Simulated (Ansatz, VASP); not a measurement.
**Pb: VASP beside Ansatz**

```
CELL_PARAMETERS angstrom
0.00000 2.84555 2.84555
2.84555 0.00000 2.84555
2.84555 2.84555 0.00000
ATOMIC_POSITIONS crystal
Pb 0.50000 0.50000 0.50000
Pb 0.75000 0.75000 0.75000
```

Alike in both runs: task single point; functional PBEsol; k mesh 12 × 12 × 12; occupations gaussian, width 0.1 eV; no spin polarisation.

|  | VASP | Ansatz |
| --- | --- | --- |
| version | VASP 6.6.1 | Ansatz 0.2.0 |
| potentials or method | VASP PAW PBE potentials, release 64 (Pb_d) | scalar-relativistic, plane waves, PAW |
| plane-wave cutoff (eV) | 520 | 420 |
| valence electrons in the cell | 28 | 28 |

```csv
,VASP,Ansatz,Ansatz less VASP
gap on the k mesh at the Fermi level (eV),none,none,-
pressure (GPa),73.0,73.2,+0.16
```

A gap of «none» marks a metal or a gap that the smearing closes. The functional is the same, so the differences come from potentials, cutoffs and numerics.

Caveats: the cell as given lies far from equilibrium; so large a pressure means that the cell lies far from this level's equilibrium, or that cutoff or potentials fall short (VASP); the potentials were made for another functional, which shifts forces and pressure (VASP). The runs have no spin-orbit coupling, so splittings on Pb are missing.
